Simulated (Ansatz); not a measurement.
# SnO2: a relaxation

Aim: relax the cell and atoms of SnO2.

Program: Ansatz 0.2.0. Level of theory: DFT PBE+D3(BJ), scalar-relativistic, plane waves, PAW. These are calculated values, not measurements.

1 further run of the same task is left out (it didn't finish).

### Step 1. Starting point

It takes space group P6_3/mmc (No. 194, hexagonal). The conventional cell has a = 3.231 Å, b = 3.231 Å, c = 10.791 Å, α = 90.00°, β = 90.00°, γ = 120.00°. Sn (site symmetry -3m) has 6 O at 2.12 Å as nearest neighbours. Around O (site symmetry 3m) lie 3 Sn at 2.12 Å.

As a file:

```
Sn O
1.0
     3.23058    0.00000    0.00000
    -1.61529    2.79776    0.00000
     0.00000    0.00000   10.79056
Sn O
2 4
Direct
  0.00000 0.00000 0.50000
  0.00000 0.00000 0.00000
  0.66667 0.33333 0.40586
  0.66667 0.33333 0.09414
  0.33333 0.66667 0.59414
  0.33333 0.66667 0.90586
```

Source of the structure: the Materials Project (structure only).

(A quick probe on a coarse mesh, which set the mesh and smearing, is not shown.)

### Step 3. The relaxation

input.yaml

```yaml
crystal:
  lattice:
    - [3.2305756168, 0.0, 0.0]
    - [-1.6152878084, 2.797760553, 0.0]
    - [0.0, 0.0, 10.790562]
  atoms:
    - { symbol: Sn, position: [0.0, 0.0, 0.5] }
    - { symbol: Sn, position: [0.0, 0.0, 0.0] }
    - { symbol: O, position: [0.66666667, 0.33333333, 0.405862] }
    - { symbol: O, position: [0.66666667, 0.33333333, 0.094138] }
    - { symbol: O, position: [0.33333333, 0.66666667, 0.594138] }
    - { symbol: O, position: [0.33333333, 0.66666667, 0.905862] }
basis:
  ecutwfc: 420
kpoints:
  mp_grid: { grid: [12, 12, 4] }
hamiltonian:
  xc: pbe
  dispersion: d3bj
scf:
  occupations: { method: gaussian, width: 0.02 }
output:
  forces: true
  stress: true
  eigenvalues: true
  write_density: true
  write_potential: true
  elf: true
  volumetric_format: npy
relax:
  adjacent_minimum: "off"
  f_tol: 0.005
  max_steps: 80
  cell: { stress_tol: 0.05 }
```

Launch:

```sh
> ansatz run input.yaml --threads 1 --pin off --max-ram 2560MiB --backend cpu --events-out ev --progress --plain --runs-dir out
```

Before running it: what results should come out? Wanted: relaxed cell; volume; gap on the mesh.

As calculated:

```
            quantity                                                                        value
        relaxed cell  a = 3.212 Å, b = 3.212 Å, c = 10.343 Å, α = 90.00°, β = 90.00°, γ = 120.00°
space group (0.01 Å)                                                           P6_3/mmc (No. 194)
              volume                                                                15.40 Å³/atom
     gap on the mesh                                                                      2.08 eV
```

In words: Relaxation lowered the volume by 5.3 %. The shape changed too: the edges of the input's cell moved by -0.6, -0.6, -4.1 %.

The gaps are Kohn-Sham values of a semilocal functional, not quasiparticle or optical gaps. Such gaps usually fall short of the measured ones.
